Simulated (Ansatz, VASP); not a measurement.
# Cross-check of B17P18 (V_B) between VASP and Ansatz

Wanted: the spread between two codes on one cell, functional and k mesh. The cell is taken from a series of runs on this material, whose earlier steps may have relaxed, scaled, displaced or heated it; both programs get it as it stands.

Method: plane waves, with VASP 6.6.1 beside it; single point at r2SCAN, in Ansatz 0.2.0.

## (1) Set-up

The cell holds 35 atoms: 17 B and 18 P. Cell: a = 6.415 Å, b = 9.623 Å, c = 9.623 Å, α = 60.0°, β = 60.0°, γ = 60.0°. It derives from BP (BP (F-43m)). Nearest the centre at fractional (0.500, 0.333, 0.667): P19 at 1.93 Å, P20 at 1.95 Å, P22 at 1.95 Å, P28 at 1.98 Å, B10 at 3.18 Å, B16 at 3.19 Å, B6 at 3.19 Å, B3 at 3.19 Å. The cell carries charge −1.

As a file:

```cif
data_structure
_symmetry_space_group_name_H-M 'P 1'
_symmetry_Int_Tables_number 1
_cell_length_a 6.4154
_cell_length_b 9.6231
_cell_length_c 9.6231
_cell_angle_alpha 60.000
_cell_angle_beta 60.000
_cell_angle_gamma 60.000
_cell_volume 420.09
loop_
_atom_site_label
_atom_site_type_symbol
_atom_site_fract_x
_atom_site_fract_y
_atom_site_fract_z
_atom_site_occupancy
B1 B 0.99870 0.00164 0.00037 1
B2 B 0.99834 0.00097 0.33412 1
B3 B 0.99793 0.00155 0.66672 1
B4 B 0.00215 0.33372 0.00073 1
B5 B 0.99789 0.33357 0.33471 1
B6 B 0.00205 0.33399 0.66715 1
B7 B 0.99909 0.66771 0.00087 1
B8 B 0.99870 0.66719 0.33481 1
B9 B 0.00217 0.66758 0.66688 1
B10 B 0.49858 0.00317 0.99832 1
B11 B 0.49752 0.00092 0.33408 1
B12 B 0.49556 0.00245 0.66462 1
B13 B 0.49792 0.33374 0.00122 1
B14 B 0.49554 0.33145 0.33563 1
B15 B 0.49804 0.66812 0.00130 1
B16 B 0.49856 0.66519 0.33632 1
B17 B 0.49795 0.66809 0.66690 1
P18 P 0.37644 0.24996 0.24836 1
P19 P 0.38602 0.24839 0.58157 1
P20 P 0.37728 0.25287 0.91501 1
P21 P 0.37623 0.58107 0.25063 1
P22 P 0.37730 0.58193 0.58601 1
P23 P 0.37700 0.58267 0.91580 1
P24 P 0.37530 0.91608 0.24922 1
P25 P 0.37647 0.91522 0.58312 1
P26 P 0.37622 0.91747 0.91424 1
P27 P 0.87429 0.24994 0.24998 1
P28 P 0.87889 0.24982 0.58297 1
P29 P 0.87777 0.25024 0.91550 1
P30 P 0.87540 0.58241 0.25003 1
P31 P 0.87780 0.58235 0.58339 1
P32 P 0.87604 0.58305 0.91618 1
P33 P 0.87560 0.91611 0.24929 1
P34 P 0.87431 0.91683 0.58310 1
P35 P 0.87540 0.91689 0.91556 1
```

## (2) Ansatz: single point, r2SCAN, pair 1

Ansatz runs on its PAW soft_1 files.

A single point gives forces, pressure and levels at one fixed geometry, so differences don't come from the geometry; what else differs is listed under the comparison.

Contents of input.yaml:

```yaml
crystal:
  checkpoint: "../qm1_M2.relax.run"
  host: checkpoint
total_charge: -1
basis:
  ecutwfc: 500
  xc_grid: 2
hamiltonian:
  xc: r2scan
  pseudopotentials: { kind: paw, azcp: { folder: soft_1 } }
kpoints:
  mp_grid: { grid: [2, 2, 2], shift: [0.5, 0.5, 0.5] }
magnetization:
  spin_polarized: true
  initial_magnetization: 2
  spin_locking: { lock_magnetization: hard }
scf:
  occupations: { method: fermi_dirac, width: 0.01 }
  max_iter: 60
output:
  forces: true
  eigenvalues: true
  charged_corrections:
    epsilon: 9.31
    static_epsilon: 9.42
    defect_position: [0.5, 0.333333, 0.666667]
  eigenstates: { localisation: true }
  populations: true
  efg: {}
checkpoint:
  read: "../qm1_M2.relax.run"
  write: "../qm1_M2.point.run"
  compress: false
  write_wavefunctions: false
  write_every: 100000
```

The run is started by

```bash
ansatz run input.yaml --threads 8 --pin off --max-ram 15073MiB --backend cpu --events-out ev --progress --plain --runs-dir out
```

Numbers of over 12 decimals in the logs are rounded to 6 here.

The log of the run:

```text
Warning: This run holds its total moment fixed (magnetization.spin_locking.lock_magnetization: hard) and mixes its density by anderson or broyden (scf.mixing.algorithm, typed or taken by auto). Slabs with a fixed moment have converged under broyden above another state at the same moment, at the default mixing steps and at smaller ones, and under scf.lower_state_search: standard, light or off a state that such a mixer [...]
crystal.checkpoint: the structure is that of <dir>, a `relax` run, at its step 7: its result, under r2scan at a charge of -1 e; 35 atoms read, 0 with a starting moment; crystal.structure_sha256 for this input is
Engine: ansatz 0.2.0, x86_64-unknown-linux-gnu
Pseudopotentials: kind: paw
Pseudopotential: B, paw, valence charge 3, recommended cutoff 500 eV (meta_gga), soft_1/B.paw.azcp
Pseudopotential: P, paw, valence charge 5, recommended cutoff 500 eV (meta_gga), soft_1/P.paw.azcp
Functional definition: r2SCAN
  parameter k0 = 0.174
  parameter k1 = 0.065
  parameter a1 = 4.9479
  exchange = r2scan_x(k0 = k0, k1 = k1, a1 = a1)
  correlation = r2scan_c
Crystal: 35 atoms, lattice volume = 420.086 Å³
Basis set: ecut = 500 eV, 10687 PW (Γ), exchange–correlation on 96×144×144 points (8 copies of the dense FFT grid, shifted against one another)
Bands: 107, of which v1, the nominal top of the filled ones, is band 71 counted from 1 (70 counted from 0)
Symmetry: 1 space group operations
Space group: P1 (ITA 1), of the structure as read, at distance tolerance 7.5e-5 Å
Magnetic group: BNS 1.1 (UNI 1), of the structure as read, at distance tolerance 7.5e-5 Å
k-points: 4 of 8 (time reversal used)
Non-local potential: B, projectors of the file, l = 0: 2, l = 1: 2, l = 2: 1
Non-local potential: P, projectors of the file, l = 0: 2, l = 1: 2, l = 2: 1
PAW form: soft (Blöchl's): semilocal exchange-correlation on the pseudo side does not see the compensation charge
PAW frozen core: B, regenerated for the run's functional (the file was generated under x = pbe(κ = 0.804, μ = 0.219515), c = pbe(β = 0.066725))
PAW frozen core: P, regenerated for the run's functional (the file was generated under x = pbe(κ = 0.804, μ = 0.219515), c = pbe(β = 0.066725))
PAW one-centre angular grid: B, 302 points (default); XC on 223 of its mesh's 2233 points in the sphere
PAW one-centre angular grid: P, 302 points (default); XC on 160 Gauss nodes
Initial density: read from a saved state, or passed on in memory by an earlier SCF of this step, an earlier step, the calling program or the single point that the run made first
Stability of the state it starts from, as read at its close in the collinear treatment: not read, because the mixer in use, unlike msr1, does not test its closes by its own steps (another_mixer); its run was given moments
Starting moments: Σ|m| = 2 μB on 35 of 35 sites; this step starts from the density that it was given
Initial wavefunctions: pseudopotential atomic-orbital guess — the wavefunctions supplied were not used: k-point sampling differs
Functional: x = r2scan, c = r2scan; τ floored in thin density (d = 2e-4 eV/Å³)
iter 1 solved again at ethr=7.60e-5 eV; its pass at ethr=3.10e-3 eV (dr2=1.08e-1 eV) is discarded
SCF iter   1: F=—  HF=-16330.620633 eV  |F-HF|=—  |Δ(HF+E_count)|=         —  Δρ=3.25e-3 (↑1.90e-3 ↓3.25e-3)  dr2=1.08e-1  dr2_τ=5.82e-4  dr2_m=9.49e-3  M=2.000 μB ∫|m|=2.104 μB  β_m=1.20  ethr=7.60e-5  ⟨swp⟩=6.2  Hψ=6275  notcnv=0  defer=1
preconditioner: auto → Resta (q_TF=auto, 2.277 Å⁻¹)  ε∞=4.7  [insulator: Δε(μ)=0.254 eV  Ē_g=11.260 eV  σ=0.010 eV  W_gap=1.00  n_scr=82 (ndim 8)  ℏωp=21.6 eV  f_vac=0.000  D(μ)=0.00/eV (n_scr^D=0)  ε∞_Penn≈4.7]
spin=Collinear: Resta preconditioning applied to the charge; magnetization (m = ρ↑ − ρ↓) channel mixes plain (no charge-response kernel on spin).
SCF iter   2: F=—  HF=-16330.650962 eV  |F-HF|=—  |Δ(HF+E_count)|=   3.03e-2  Δρ=2.00e-3 (↑1.52e-3 ↓2.00e-3)  dr2=7.14e-2  dr2_τ=5.85e-5  dr2_m=6.91e-4  M=2.000 μB ∫|m|=2.084 μB  β_m=1.20  ethr=7.60e-5  ⟨swp⟩=4.0  Hψ=1835  notcnv=0  defer=34  κ⁻¹=1.0e0(r=1)
SCF iter   3: F=—  HF=-16330.638542 eV  |F-HF|=—  |Δ(HF+E_count)|=   1.24e-2  Δρ=8.85e-4 (↑8.85e-4 ↓5.99e-4)  dr2=5.96e-3  dr2_τ=6.45e-5  dr2_m=6.30e-4  M=2.000 μB ∫|m|=2.072 μB  β_m=1.20  ethr=5.03e-5  ⟨swp⟩=3.8  Hψ=1761  notcnv=0  defer=92  κ⁻¹=8.8e-2(r=2)
[...]
electrostatic potential = -325.397700 V   contact ρ = 485.116983 e/Å³   contact ρ_s (e/Å³): all electrons -0.022812, valence -0.022271
  atom  22  P  V_zz =    -1.318609   η = 0.4617   by run symmetry: allowed
            electrostatic potential = -1495.325097 V   contact ρ = 16087.983677 e/Å³   contact ρ_s (e/Å³): all electrons +2.164223, valence +2.024558
  atom  23  B  V_zz =    -0.273594   η = 0.4262   by run symmetry: allowed
            electrostatic potential = -325.634406 V   contact ρ = 485.197636 e/Å³   contact ρ_s (e/Å³): all electrons +0.053182, valence +0.068038
  atom  24  P  V_zz =    -0.714911   η = 0.5462   by run symmetry: allowed
            electrostatic potential = -1494.822324 V   contact ρ = 16084.563555 e/Å³   contact ρ_s (e/Å³): all electrons +0.078844, valence +0.075643
  atom  25  B  V_zz =    +0.180229   η = 0.8835   by run symmetry: allowed
            electrostatic potential = -325.626562 V   contact ρ = 485.172755 e/Å³   contact ρ_s (e/Å³): all electrons +0.005900, valence +0.018089
  atom  26  P  V_zz =    +0.548907   η = 0.6444   by run symmetry: allowed
            electrostatic potential = -1494.746482 V   contact ρ = 16084.443774 e/Å³   contact ρ_s (e/Å³): all electrons +0.038683, valence +0.036980
  atom  27  B  V_zz =    -0.273774   η = 0.4235   by run symmetry: allowed
            electrostatic potential = -325.633970 V   contact ρ = 485.197693 e/Å³   contact ρ_s (e/Å³): all electrons +0.053280, valence +0.068133
  atom  28  P  V_zz =    -0.714373   η = 0.5516   by run symmetry: allowed
            electrostatic potential = -1494.822096 V   contact ρ = 16084.563183 e/Å³   contact ρ_s (e/Å³): all electrons +0.078868, valence +0.075665
  atom  29  P  V_zz =    +0.909589   η = 0.1737   by run symmetry: allowed
            electrostatic potential = -1494.755373 V   contact ρ = 16084.506563 e/Å³   contact ρ_s (e/Å³): all electrons +0.038623, valence +0.037497
  atom  30  B  V_zz =    +0.126442   η = 0.2384   by run symmetry: allowed
            electrostatic potential = -325.385533 V   contact ρ = 485.105587 e/Å³   contact ρ_s (e/Å³): all electrons +0.004763, valence +0.006433
  atom  31  P  V_zz =    +0.541010   η = 0.4152   by run symmetry: allowed
            electrostatic potential = -1494.656418 V   contact ρ = 16084.412335 e/Å³   contact ρ_s (e/Å³): all electrons +0.075789, valence +0.071546
  atom  32  B  V_zz =    -0.245338   η = 0.1745   by run symmetry: allowed
            electrostatic potential = -325.442487 V   contact ρ = 485.178222 e/Å³   contact ρ_s (e/Å³): all electrons +0.031287, valence +0.048837
  atom  33  P  V_zz =    +0.524593   η = 0.4616   by run symmetry: allowed
            electrostatic potential = -1494.770562 V   contact ρ = 16084.792100 e/Å³   contact ρ_s (e/Å³): all electrons +0.249261, valence +0.235920
  atom  34  B  V_zz =    +0.180278   η = 0.8777   by run symmetry: allowed
            electrostatic potential = -325.626907 V   contact ρ = 485.172718 e/Å³   contact ρ_s (e/Å³): all electrons +0.005782, valence +0.017973
  atom  35  P  V_zz =    +0.546965   η = 0.6475   by run symmetry: allowed
            electrostatic potential = -1494.746511 V   contact ρ = 16084.443959 e/Å³   contact ρ_s (e/Å³): all electrons +0.038684, valence +0.036982
--- Charged-cell corrections in eV (Makov–Payne, q = -1.000 e, ε = 9.310 of the electrons, 9.420 with the ions) ---
  F (periodic)     = -16330.642648  (uncorrected; the corrections below are reported, never added to it)
  E_corr1          = +0.289570  (monopole, q²α_M/2εL)
  F Makov-Payne    = n/a  (the rows are of the electrons' constant alone; ansatz place-levels tells what screens the charge)
  no potential alignment in this run, which stands beside a crystal: run the host's input off ansatz write-host-input, and read the two finished runs by ansatz place-levels (neither reads a slab, a wire or a sheet, whose cell leaves a vacuum)
--- Band table (eV; the first three rows and the last of 8) ---
  k-point 0 ↑: bands = [... 67 lower, 7.7668, 8.0873, 8.8281, 9.1142, 9.6211, 11.1347, 11.3816, 11.6868, ... 32 higher]
  k-point 1 ↑: bands = [... 67 lower, 7.4261, 7.8142, 8.3134, 9.0984, 9.1821, 10.9468, 11.8009, 11.9244, ... 32 higher]
  k-point 2 ↑: bands = [... 67 lower, 7.4262, 7.8137, 8.3135, 9.0983, 9.1820, 10.9469, 11.8007, 11.9247, ... 32 higher]
  k-point 3 ↓: bands = [... 67 lower, 7.4703, 7.7591, 8.9817, 9.7620, 10.0168, 10.8733, 11.1009, 11.1257, ... 32 higher]
--- Löwdin populations: 35 sites ---
  site symbol       q [e]    m [muB]
     0      B      3.6455    -0.0001
     1      P      4.2962     0.0698
     2      B      3.6475    -0.0046
     3      P      4.6135     0.3739
     4      B      3.6408     0.0023
     5      P      4.6165     0.3313
     6      B      3.6426     0.0107
     7      P      4.3187     0.0039
     8      B      3.6409     0.0023
     9      P      4.6165     0.3313
    10      B      3.6243     0.0449
    11      P      4.3156     0.0032
    12      B      3.6502     0.0023
    13      P      4.3218     0.0404
    14      B      3.6455    -0.0001
    15      P      4.2960     0.0697
    16      B      3.6427     0.0106
    17      P      4.3187     0.0039
    18      B      3.6368     0.0218
    19      P      4.3108     0.0338
    20      B      3.6477    -0.0058
    21      P      4.5668     0.4402
    22      B      3.6528     0.0250
    23      P      4.3122     0.0092
[...]
27      P      4.3121     0.0092
    28      P      4.3182     0.0029
    29      B      3.6526     0.0037
    30      P      4.3184     0.0098
    31      B      3.6368     0.0217
    32      P      4.3108     0.0337
    33      B      3.6560     0.0110
    34      P      4.3166     0.0048
  spilling = 0.008681 (of n_electrons = 142.000000)
```

Reading the cycles: dr2 is the Hartree energy of the density residual (eV), the measure of convergence; HF is the Harris–Foulkes estimate of the energy, which meets the free energy F at convergence.

## (3) VASP: single point, r2SCAN, pair 1

The same cell, functional, mesh and smearing now go to VASP, with its own data sets.

Lines of VASP's logs that name or quote its potential files are left out, and so is its time.

Contents of INCAR:

```
SYSTEM = B17P18
PREC = Accurate
ENCUT = 460
EDIFF = 1E-06
NELM = 200
ISMEAR = -1
SIGMA = 0.01
LREAL = Auto
ALGO = Normal
METAGGA = R2SCAN
LASPH = .TRUE.
NELECT = 142
NBANDS = 96
ISPIN = 2
MAGMOM = 0 -0 0.01 0.01 0.01 0.04 0 0 0.01 0.02 -0 0.02 0.01 0.02 0 0.02 0.01 0.03 0.13 0.12 0 0.12 0 0.02 0.03 0 0.02 0.16 0.01 0 0.01 0 0 0.02 0
LORBIT = 11
LWAVE = .FALSE.
LCHARG = .FALSE.
ISIF = 2
ISYM = 0
NUPDOWN = 2
GGA_COMPAT = .FALSE.
LMIXTAU = .TRUE.
KPAR = 4
```

Contents of POSCAR:

```
B17P18
1.0
    0.0000000000      4.5363708171      4.5363708171
    6.8045562257      0.0000000000      6.8045562257
    6.8045562257      6.8045562257      0.0000000000
B P
17 18
Direct
    0.9987024541      0.0016407187      0.0003698362
    0.9983404321      0.0009696665      0.3341247253
    0.9979278012      0.0015510639      0.6667201654
    0.0021466459      0.3337224497      0.0007303865
    0.9978937088      0.3335677457      0.3347113415
    0.0020454923      0.3339871352      0.6671523225
    0.9990938808      0.6677102158      0.0008735039
    0.9986989146      0.6671915158      0.3348130918
    0.0021656224      0.6675796172      0.6668808633
    0.4985806585      0.0031669966      0.9983195733
    0.4975198390      0.0009199354      0.3340845769
    0.4955637382      0.0024525529      0.6646188885
    0.4979173547      0.3337352834      0.0012249410
    0.4955432859      0.3314493821      0.3356252873
    0.4980403308      0.6681172145      0.0013043346
    0.4985593537      0.6651887591      0.3363246509
    0.4979492497      0.6680932779      0.6669014295
    0.3764432900      0.2499588065      0.2483551720
    0.3860226453      0.2483941467      0.5815685959
    0.3772794873      0.2528746285      0.9150140215
    0.3762295529      0.5810680357      0.2506322685
    0.3772994250      0.5819250957      0.5860091652
    0.3770049933      0.5826654884      0.9158047332
    0.3752964250      0.9160804880      0.2492201150
    0.3764715635      0.9152176872      0.5831168702
    0.3762207437      0.9174722400      0.9142350594
    0.8742875670      0.2499376850      0.2499804185
    0.8788889434      0.2498245403      0.5829670487
    0.8777653572      0.2502367844      0.9154954427
    0.8754014511      0.5824051842      0.2500295571
    0.8778005023      0.5823455431      0.5833857570
    0.8760387733      0.5830467111      0.9161846914
    0.8755987735      0.9161115194      0.2492884130
    0.8743132771      0.9168283799      0.5830958134
    0.8754009036      0.9168929687      0.9155600437
```

Contents of KPOINTS:

```
Points of the shifted mesh
8
Reciprocal
 0.2500000000  0.2500000000  0.2500000000 1
 0.2500000000  0.2500000000  0.7500000000 1
 0.2500000000  0.7500000000  0.2500000000 1
 0.2500000000  0.7500000000  0.7500000000 1
 0.7500000000  0.2500000000  0.2500000000 1
 0.7500000000  0.2500000000  0.7500000000 1
 0.7500000000  0.7500000000  0.2500000000 1
 0.7500000000  0.7500000000  0.7500000000 1
```

The projector-augmented-wave data sets are B and P (PBE family, release 64).

The run is started by

```bash
mpirun -np 4 vasp_std
```

The log of the run:

```text
[banner, memory and clock lines left out]
running    4 mpi-ranks, on    1 nodes
[...]
|                                                                             |
|               ----> ADVICE to this user running VASP <----                  |
|                                                                             |
|     You enforced a specific xc type in the INCAR file but a different       |
|     [... a line on the potential file left out ...]
|     I HOPE YOU KNOW WHAT YOU ARE DOING!                                     |
|                                                                             |

 LDA part: xc-table for (None), standard interpolation
 POSCAR, INCAR and KPOINTS ok, starting setup
[...]
entering main loop
       N       E                     dE             d eps       ncg     rms          rms(c)
DAV:   1     0.353642229298E+03    0.35364E+03   -0.59894E+04  3072   0.123E+03
DAV:   2    -0.284254362656E+03   -0.63790E+03   -0.60357E+03  3744   0.219E+02
[...]
DAV:   5    -0.325991528120E+03   -0.20497E-01   -0.20456E-01  3824   0.117E+00BRMIX: very serious problems
 the old and the new charge density differ
 old charge density:   141.00000 new  142.00000
BRMIX: very serious problems
 the old and the new charge density differ
 old charge density:   141.00000 new  142.00000
BRMIX: very serious problems
 the old and the new charge density differ
 old charge density:   141.00000 new  142.00000
BRMIX: very serious problems
 the old and the new charge density differ
 old charge density:   141.00000 new  142.00000
    0.330E+01
DAV:   6    -0.306527655294E+03    0.19464E+02   -0.19655E+01  3504   0.118E+01    0.201E+01
DAV:   7    -0.288184932125E+03    0.18343E+02   -0.46526E+00  3792   0.625E+00    0.501E+00
DAV:   8    -0.292353453088E+03   -0.41685E+01   -0.59107E+00  3448   0.742E+00    0.252E+00
DAV:   9    -0.292716854061E+03   -0.36340E+00   -0.38689E-01  3752   0.215E+00    0.123E+00
[...]
DAV:  18    -0.292801267756E+03   -0.17721E-05   -0.71124E-07  1920   0.315E-03    0.253E-03
DAV:  19    -0.292801269026E+03   -0.12700E-05   -0.61371E-07  1920   0.318E-03    0.169E-03
DAV:  20    -0.292801269147E+03   -0.12087E-06   -0.75431E-08  1920   0.987E-04
   1 F= -.29280127E+03 E0= -.29280127E+03  d E =-.824502E-06  mag=     2.0000
```

Parts of OUTCAR (step 3):

```text
  Total       12.4484549      8.1201648      8.1294844      0.8471925     -3.8549556      0.8491817
  in kB       47.4775036     30.9697192     31.0052637      3.2311308    -14.7025209      3.2387175
  external PRESSURE =      36.4841622 kB  Pullay stress =       0.0000000 kB

 POSITION                                       TOTAL-FORCE (eV/Angst)
 -----------------------------------------------------------------------------------
      0.01368      4.53300      4.54165        -0.357704      0.001622      0.012301
      2.28017      6.80241      4.53544        -0.296320      0.017036      0.016423
      4.54729      9.06371      4.53752        -0.242829      0.063325      0.155110
      2.27580      0.01471      2.28057        -0.239850     -0.019682     -0.066928
      4.54734      6.80438      6.79660        -0.245622      0.155006      0.063545
      6.81231      4.54895      2.28191        -0.517192      0.091212      0.092898
      4.54942      4.53820      9.07573        -0.277521      0.019246      0.022213
      6.81820      6.80872      9.07041        -0.358596      0.010268      0.003465
      9.08041      4.54765      4.55241        -0.241250     -0.068293     -0.019581
      6.81467      9.05487      2.28330        -0.041227      0.039464      0.012496
      2.27956      4.53023      2.26319        -0.338986      0.028541      0.029284
      4.53913      6.77050      2.26475        -0.180808      0.287075      0.162013
      2.27926      2.26707      4.52966        -0.411599      0.086724      0.210825
      4.53915      4.53175      4.50333        -0.182786      0.161501      0.286263
[...]
-----------------------------------------------------------------------------------
    total drift:                                0.002387      0.010168      0.020683

  FREE ENERGIE OF THE ION-ELECTRON SYSTEM (eV)
  ---------------------------------------------------
  free  energy   TOTEN  =      -292.8012691468 eV

  energy  without entropy=     -292.8012683223  energy(sigma->0) =     -292.80126873

 magnetization (x)
# of ion       s       p       d       tot
------------------------------------------
    1       -0.000   0.000   0.000   0.000
    2       -0.001  -0.001   0.000  -0.002
    3        0.001   0.007   0.000   0.008
    4        0.001   0.010   0.000   0.012
    5        0.001   0.007   0.000   0.008
    6        0.006   0.034   0.000   0.040
    7        0.000   0.001   0.000   0.001
    8       -0.000   0.000   0.000   0.000
    9        0.001   0.010   0.000   0.012
   10        0.002   0.019   0.000   0.021
   11       -0.001  -0.001   0.000  -0.002
   12        0.003   0.019   0.000   0.022
   13        0.001   0.011   0.000   0.012
[...]
--------------------------------------------------
tot          0.141   1.021   0.000   1.162

[... 3 further parts left out ...]
[key lines of the parts left out:]
E-fermi :   7.7615
```

The run ends at a pressure of 3.65 GPa, with forces up to 0.92 eV/Å.

(Part 1 of 2 ends here.)

[Lines on the potential files, build, host, timing and source positions are cut from VASP's logs without a mark.]

[Logs are printed without paths, hosts, clocks, repeated set-up lines and the standing remarks that a program may print on its own settings, such as how far it seeks lower states.]

[Hosts, paths, dates, database ids (printed as entryN), source tags and the programs' standing remarks are cut or masked in the printed files.]
